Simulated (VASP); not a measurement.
Set up this calculation in VASP 6.6.1, as an ASE script.

```yaml
Task: single point
Functional: PBEsol
Potentials_or_basis: VASP PAW PBE potentials, release 64 (Tm_3), 4f in core
Cutoff: 600 eV
k_mesh: 10 × 10 × 10
Occupations: gaussian, width 0.02 eV
Spin: collinear spin, ferromagnetic start
Starting_moments: "[2.0] μB"
Further_INCAR_settings: ALGO = Normal; EDIFF = 1.00e-07
```

The system is Tm.

```
CELL_PARAMETERS angstrom
-1.97055 1.97055 1.97055
1.97055 -1.97055 1.97055
1.97055 1.97055 -1.97055
ATOMIC_POSITIONS crystal
Tm 0.00000 0.00000 0.00000
```

This isn't the form of Tm at room conditions, which is hcp.

The input as run:

run.py

```python
from ase import Atoms
from ase.calculators.vasp import Vasp
from ase.dft.bandgap import bandgap

atoms = Atoms(
    ['Tm'],
    cell=[[-1.9705499473, 1.9705499473, 1.9705499473], [1.9705499473, -1.9705499473, 1.9705499473], [1.9705499473, 1.9705499473, -1.9705499473]],
    scaled_positions=[[0.0, 0.0, 0.0]],
    pbc=True,
)
atoms.set_initial_magnetic_moments([2.0])
calc = Vasp(
    directory='calc',
    xc='pbesol',
    pp='PBE',
    setups={'base': 'minimal', 'Tm': '_3'},
    prec='Accurate',
    encut=600,
    ediff=1e-07,
    ismear=0,
    sigma=0.02,
    lreal=False,
    lasph=True,
    nelm=150,
    algo='Normal',
    isif=2,
    lwave=False,
    lcharg=True,
    ispin=2,
    lorbit=11,
    lmaxmix=6,
    lelf=True,
    lvhar=True,
    kpts=[10, 10, 10],
    gamma=True,
)
atoms.calc = calc

print('energy (eV):', atoms.get_potential_energy())
print('free energy (eV):', atoms.get_potential_energy(force_consistent=True))
print('forces (eV/A):')
print(atoms.get_forces())
print('stress (eV/A^3, Voigt):', atoms.get_stress())
print('Fermi level (eV):', calc.get_fermi_level())
print('moment (muB):', atoms.get_magnetic_moment())
print('site moments (muB):', atoms.get_magnetic_moments())
gap, top, bottom = bandgap(calc)
print('band gap (eV):', gap, 'from (spin, k, band)', top, 'to', bottom)
```

Potentials or basis: VASP PAW PBE potentials, release 64 (Tm_3), 4f in core.

Run with:

```sh
$ python run.py
```

It gave:

* Pressure: -2.4 GPa
* Band gap on the k mesh: none (metal or under the smearing width)
* Net moment: 0.40 μB per cell
* Site moments: Tm +0.33 μB
* Valence electrons inside the program's atomic spheres: Tm 8.15

Caveat: the magnetic or orbital state may not be the lowest; the PAW data sets were made with another functional, which shifts forces and pressure a little; spin-orbit coupling is left out, which moves the levels of the heavy elements; the 4f electrons are frozen in the core as for a trivalent ion, so they carry no moment and show no levels.

Wall time 37 s on 1 thread of Intel(R) Xeon(R) Platinum 8488C (Sapphire Rapids), with other jobs on the host, peak memory 0.19 GiB.
